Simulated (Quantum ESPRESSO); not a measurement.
Crystal: Ir.

```xyz
1
Lattice="0.0000 1.9156 1.9156 1.9156 0.0000 1.9156 1.9156 1.9156 0.0000" Properties=species:S:1:pos:R:3 pbc="T T T"
Ir    0.0000    0.0000    0.0000
```

| Item | Value |
| --- | --- |
| Program | Quantum ESPRESSO 7.5 |
| Task | phonon dispersion |
| Functional | LDA |
| Potentials or basis | PseudoDojo 0.4.1 SR LDA standard |
| Cutoff | 762 eV |
| Density cutoff | 3048 eV |
| k mesh | 12 × 12 × 12 |
| Occupations | cold, width 0.2 eV |
| Spin | no spin polarisation |
| Form of the LDA correlation | PW92 |
| Mixing beta | 0.5 |
| Most SCF iterations | 120 |
| SCF threshold | 2e-10 Ry |
| q mesh | 2 × 2 × 2 |

The cell and the atoms were relaxed first, to 13.76 Å³/atom (a = 2.690 Å, b = 2.690 Å, c = 2.690 Å, α = 60.00°, β = 60.00°, γ = 60.00°), and the response was taken there.

**Question.** Is this structure dynamically stable at this level, and how far does the spectrum reach?

**Answer.** Yes, as far as this q mesh shows: no mode on the path is imaginary. The highest frequency is 211 cm⁻¹.

Phonon frequencies at the corners of the path (cm⁻¹, interpolated; i marks imaginary ones):
| point | frequencies |
| --- | --- |
| Γ | 0 0 0 |
| X | 155 155 210 |
| W | 157 186 186 |
| K | 148 177 197 |
| L | 124 124 211 |
| U | 148 177 197 |

Harmonic thermodynamics per atom at this volume (zero-point energy 28.0 meV, Debye temperature from the second moment 288 K):
| T (K) | free energy (meV) | entropy (k_B) | heat capacity Cv (k_B) |
| --- | --- | --- | --- |
| 50 | 27.7 | 0.31 | 0.84 |
| 100 | 24.2 | 1.33 | 2.05 |
| 200 | 5.0 | 3.01 | 2.71 |
| 298.15 | -25.4 | 4.13 | 2.86 |
| 500 | -111.4 | 5.63 | 2.95 |
| 800 | -276.5 | 7.03 | 2.98 |

Phonon states per cell in windows of 10 cm⁻¹ (negative: imaginary):
```
from (cm⁻¹)  total
          0   0.00
         10   0.00
         20   0.00
         30   0.01
         40   0.01
         50   0.02
         60   0.03
         70   0.04
         80   0.06
         90   0.08
        100   0.11
        110   0.16
        120   0.28
        130   0.34
        140   0.37
        150   0.31
        160   0.21
        170   0.20
        180   0.15
        190   0.42
        200   0.21
```

A q mesh this small can miss soft modes between its points.

Caveat: the q mesh is small, so phonon branches between its points and thermal values are rough.
